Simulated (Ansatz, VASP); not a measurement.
## W: VASP beside Ansatz

File INCAR:

```
SYSTEM = W
PREC = Accurate
ENCUT = 520
EDIFF = 1E-6
ISMEAR = -1
SIGMA = 0.05
LREAL = .FALSE.
LASPH = .TRUE.
NELM = 100
ALGO = Normal
ISIF = 2
LWAVE = .FALSE.
LCHARG = .FALSE.
GGA = PS
NBANDS = 13
```

KPOINTS

```
Automatic mesh
0
G
  14 14 14
  0 0 0
```

File POSCAR:

```
W
1.0
    0.0000000000      2.0300000000      2.0300000000
    2.0300000000      0.0000000000      2.0300000000
    2.0300000000      2.0300000000      0.0000000000
W
1
Direct
    0.0000000000      0.0000000000      0.0000000000
```

Input for Ansatz:

```yaml
crystal:
  lattice:
    - [0.0, 2.03, 2.03]
    - [2.03, 0.0, 2.03]
    - [2.03, 2.03, 0.0]
  atoms:
    - { symbol: W, position: [0.0, 0.0, 0.0] }
kpoints:
  mp_grid: { grid: [14, 14, 14] }
  band_path:
    path:
      - [0.0, 0.0, 0.0]
      - [0.5, 0.0, 0.5]
      - [0.625, 0.25, 0.625]
      - [0.375, 0.375, 0.75]
      - [0.0, 0.0, 0.0]
      - [0.5, 0.5, 0.5]
      - [0.5, 0.25, 0.75]
      - [0.5, 0.0, 0.5]
    npoints: 14
scf:
  occupations: { method: fermi_dirac, width: 0.05 }
hamiltonian:
  xc: pbesol
  pseudopotentials: { kind: all_electron, lapw: { basis_error: 0.001 } }
output:
  forces: true
  stress: true
  eigenvalues: true
  populations: true
  dos: { projected: true, de: 0.2, e_range: [-14, 8] }
```

This isn't the form of W at room conditions, which is bcc.

Alike in both runs: task single point; functional PBEsol; k mesh 14 × 14 × 14; occupations fermi-dirac, width 0.05 eV; no spin polarisation.

|  | VASP | Ansatz |
| --- | --- | --- |
| version | VASP 6.6.1 | Ansatz 0.2.0 |
| potentials or method | VASP PAW PBE potentials, release 64 (W_sv) | all-electron LAPW, scalar-relativistic |
| plane-wave cutoff (eV) | 520 | see its input |

VASP gave:

```
pressure (GPa) : -12.2
```

Q: Estimate Ansatz's values.

A: Pressure (GPa): -12.5.

Ansatz ran all-electron here, so the differences hold the error of VASP's frozen core and of both bases.

Caveats: the PAW data sets were made with another functional, which shifts forces and pressure a little (VASP). The runs have no spin-orbit coupling, so splittings on W are missing.
